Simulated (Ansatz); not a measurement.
# Si2W (I4/mmm): relaxation of the ions

Where do the atoms of Si2W (I4/mmm) settle in the given cell? A script is to give a relaxation of the ions; the system is Si2W (I4/mmm).

Computed with the Python package of Ansatz 0.2.0. Level of theory: DFT PBE, plane waves, PAW.

## 1. Starting point

It takes space group I4/mmm (No. 139, tetragonal). Conventional cell: a = 3.214 Å, b = 3.214 Å, c = 7.830 Å, α = 90.00°, β = 90.00°, γ = 90.00°. Around Si (site symmetry 4mm) lie 5 Si at 2.59 to 2.63 Å and 5 W at 2.62 Å. W (site symmetry 4/mmm) has 10 Si at 2.62 Å as nearest neighbours.

The script holds or builds the structure itself.

## 2. Script

Contents of si2w_relax.py:

```python
"""Relax the ions of Si2W at fixed cell."""

import warnings

import ansatz
from ase import Atoms
from ase.neighborlist import neighbor_list
import numpy as np


def main() -> None:
    warnings.simplefilter("ignore", ansatz.DeckWarning)

    vectors = np.array([
        [-1.6069, 1.6069, 3.91495],
        [1.6069, -1.6069, 3.91495],
        [1.6069, 1.6069, -3.91495],
    ])
    si2w = (
        ansatz.Lattice.of(vectors)
        .atom("Si", (0.3347, 0.3347, 0.0))
        .atom("Si", (0.6653, 0.6653, 0.0))
        .atom("W", (0.0, 0.0, 0.0))
    )

    base = (
        si2w.calculation()
        .functional("pbe")
        .pseudopotentials("paw")
        .kpoints(mesh=(8, 8, 8))  # the mesh must be finer for metals
        .occupations(ansatz.OccupationsMethod.FERMI_DIRAC, width=0.15)
        .relax(force_tolerance=0.03, random_displacement=True, displacement_amplitude=0.05, displacement_seed=224)
    )
    steps = []


    def collect(event):
        if event["event"] == "relax_step":
            steps.append(event["data"])


    res = base.session().plan().execute(on_event=collect)
    summary = res.report
    for s in steps:
        flag = "" if s["accepted"] else "  (rejected)"
        print("step %2d  E = %.5f eV  largest force component = %.4f eV/A%s" % (s["step"], s["lagrangian_ev"], s["allowed_force_max_ev_ang"], flag))

    first, last = steps[0], steps[-1]
    symbols = [site.symbol for site in res.lattice.sites]
    print(f"energy gained {first['lagrangian_ev'] - last['lagrangian_ev']:.4f} eV in {len(steps) - 1} steps")

    moved = np.linalg.norm(np.array(last["positions_ang"]) - np.array(first["positions_ang"]), axis=1)
    print("displacement by atom (A):", " ".join(f"{s}:{d:.3f}" for s, d in zip(symbols, moved)))

    final = Atoms(symbols, positions=last["positions_ang"], cell=res.lattice.cell_ang, pbc=True)
    i, j, d = neighbor_list("ijd", final, 4.5)
    print("neighbours within 1.15 times the shortest distance of each atom (A)")
    for atom in range(len(final)):
        near = [m for m in np.argsort(d) if i[m] == atom]
        shell = [m for m in near if d[m] < 1.15 * d[near[0]]]
        print(f"{symbols[atom]}{atom} ({len(shell)}):", ", ".join(f"{symbols[j[m]]} {d[m]:.3f}" for m in shell))

    print("relaxed fractional positions")
    for site in res.lattice.sites:
        print(f"  {site.symbol:2s}", " ".join(f"{v % 1:8.5f}" for v in np.round(site.position_frac, 5)))

    for key in ("converged", "n_iterations", "n_electrons", "n_kpoints", "n_pw", "n_symmetry_ops", "free_energy_ev", "fermi_energy_ev"):
        print(f"{key:18s} {summary[key]}")


if __name__ == "__main__":
    main()
```

## 3. The input behind the calls

The engine receives this input:

```yaml
crystal:
  lattice:
    - [-1.6069, 1.6069, 3.91495]
    - [1.6069, -1.6069, 3.91495]
    - [1.6069, 1.6069, -3.91495]
  atoms:
    - { symbol: Si, position: [0.3347, 0.3347, 0.0] }
    - { symbol: Si, position: [0.6653, 0.6653, 0.0] }
    - { symbol: W, position: [0.0, 0.0, 0.0] }
kpoints:
  mp_grid:
    grid: [8, 8, 8]
hamiltonian:
  xc: pbe
  pseudopotentials:
    kind: paw
scf:
  occupations:
    method: fermi_dirac
    width: 0.15
relax:
  f_tol: 0.03
  random_displacement:
    amplitude: 0.05
    seed: 224
```

## 4. Running it

Launch:

```sh
$ python si2w_relax.py
```

Q: Predict the main results. Wanted: free energy; moves of the relaxation; energy gained; last largest force component.

As calculated:

| quantity | value |
| --- | --- |
| free energy | -11657.4676 eV (-3885.8225 eV/atom) |
| moves of the relaxation | 2 |
| energy gained | 13.4 meV/atom |
| last largest force component | 0.0224 eV/Å |

**Reading.** The relaxation took 2 moves; the largest shift is 0.056 Å, of atom 3 (W). The script had first distorted the structure, so the gain undoes that, in part or whole. Within 0.02 Å the atoms end in space group I4/mmm, from P1 at the start. What to keep in mind:
- The run is spin-unpolarised.
- The mesh is modest for a metal, so energies can be off by several to tens of meV an atom and pressures by half a GPa or more; differences at equal mesh fare better.
- An absolute Fermi energy rests on an arbitrary zero of the periodic potential and has no direct meaning.
- Energies along a relaxation are free energies. A last row that repeats the one before re-solves the same geometry more tightly.
- The first row is the displaced cell, and groups found at tight tolerances show what the force threshold leaves of the kick.
- Spin-orbit coupling, which matters for elements this heavy, is left out.
